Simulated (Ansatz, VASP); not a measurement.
# Cu in VASP and in Ansatz

File INCAR:

```
PREC = Accurate ; ENCUT = 520
EDIFF = 1E-7 ; ISMEAR = 0
SIGMA = 0.1 ; LREAL = False
LASPH = True ; NELM = 60
ALGO = Normal ; ISIF = 2
LWAVE = False ; LCHARG = False
GGA = PS ; NBANDS = 30
```

Contents of KPOINTS:

```
Automatic mesh
0
Gamma
  10 10 3
```

File POSCAR:

```
Cu
1.0
    2.5307640000      0.0000000000      0.0000000000
   -1.2653820000      2.1917060000      0.0000000000
    0.0000000000      0.0000000000      8.2618150000
Cu
4
Direct
    0.0000000000      0.0000000000      0.0000000000
    0.3333333333      0.6666666667      0.2500000000
    0.0000000000      0.0000000000      0.5000000000
    0.6666666667      0.3333333333      0.7500000000
```

Input for Ansatz:

```yaml
crystal:
  lattice:
    - [2.530764, 0.0, 0.0]
    - [-1.265382, 2.191706, 0.0]
    - [0.0, 0.0, 8.261815]
  atoms:
    - { symbol: Cu, position: [0.0, 0.0, 0.0] }
    - { symbol: Cu, position: [0.3333333333333333, 0.6666666666666666, 0.25] }
    - { symbol: Cu, position: [0.0, 0.0, 0.5] }
    - { symbol: Cu, position: [0.6666666666666666, 0.3333333333333333, 0.75] }
kpoints:
  mp_grid:
    grid: [10, 10, 3]
hamiltonian:
  xc: pbesol
  pseudopotentials:
    kind: paw
scf:
  occupations:
    method: gaussian
    width: 0.1
output:
  stress: true
```

This isn't the form of Cu at room conditions, which is fcc.

Alike in both runs: task single point; functional PBEsol; k mesh 10 × 10 × 3; occupations gaussian, width 0.1 eV; no spin polarisation.

|  | VASP | Ansatz |
| --- | --- | --- |
| version | VASP 6.6.1 | Ansatz 0.2.0 |
| potentials or method | VASP PAW PBE potentials, release 64 (Cu) | plane waves, PAW |
| plane-wave cutoff (eV) | 520 | 420 |
| valence electrons in the cell | 44 | 76 |

```csv
,VASP,Ansatz,Ansatz less VASP
pressure (GPa),-1.1,-1.8,-0.69
largest component of the traceless stress (GPa),0.76,0.72,-0.039
```

With one functional, cell and mesh, what is left measures potentials, basis and numerics. The two sets of potentials don't hold the same shells in valence.

Caveats: the PAW data sets were made with another functional, which shifts forces and pressure a little (VASP).
